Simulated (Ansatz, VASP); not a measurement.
## Two plane-wave programs on KF

```
K F
1.0
     0.07089    2.93540    2.93540
     2.93540    0.07089    2.93540
     3.00629    3.00629    0.00000
K F
1 1
Cartesian
  0.0000 0.0000 0.0316
  1.5031 1.5031 1.4361
```

Change from the starting cell: shear_xy strain +4.8%.

Alike in both runs: task single point; functional PBE; k mesh 8 × 8 × 8; occupations fermi-dirac, width 0.02 eV; no spin polarisation.

|  | VASP | Ansatz |
| --- | --- | --- |
| version | VASP 6.6.1 | Ansatz 0.2.0 |
| potentials or method | VASP PAW PBE potentials, release 64 (K_sv, F) | plane waves, PAW |
| plane-wave cutoff (eV) | 520 | 420 |
| valence electrons in the cell | 16 | 16 |

Ansatz gave:

| Item | Value |
| --- | --- |
| gap on the k mesh at the Fermi level (eV) | 5.16 |
| pressure (GPa) | 0.9 |
| largest component of the traceless stress (GPa) | 0.31 |

**Question.** What did VASP give for the same quantities?

**Answer.** gap on the k mesh at the Fermi level (eV): 5.15; pressure (GPa): 0.9; largest component of the traceless stress (GPa): 0.31.

A k mesh can miss the band edges.
